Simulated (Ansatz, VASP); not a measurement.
**One calculation of Zn, two programs**

```
Zn
1.0
    -1.65348    1.65348    1.65348
     1.65348   -1.65348    1.65348
     1.65348    1.65348   -1.65348
Zn
1
Direct
  0.00000 0.00000 0.00000
```

Alike in both runs: task single point; functional BLYP; k mesh 15 × 15 × 15; occupations fermi-dirac, width 0.1 eV; no spin polarisation.

|  | VASP | Ansatz |
| --- | --- | --- |
| version | VASP 6.6.1 | Ansatz 0.2.0 |
| potentials or method | VASP PAW PBE potentials, release 64 (Zn) | plane waves (420 eV) with PAW, scalar-relativistic |
| plane-wave cutoff (eV) | 520 | 420 |
| valence electrons in the cell | 12 | 12 |

Ansatz gave:

| Quantity | Value |
| --- | --- |
| pressure (GPa) | -1.1 |

Question: Estimate VASP's values.

Answer: Pressure (GPa): -1.0.

The functional is the same, so the differences come from potentials, cutoffs and numerics.

Caveats: the PAW data sets were made with another functional, which shifts forces and pressure a little (VASP).
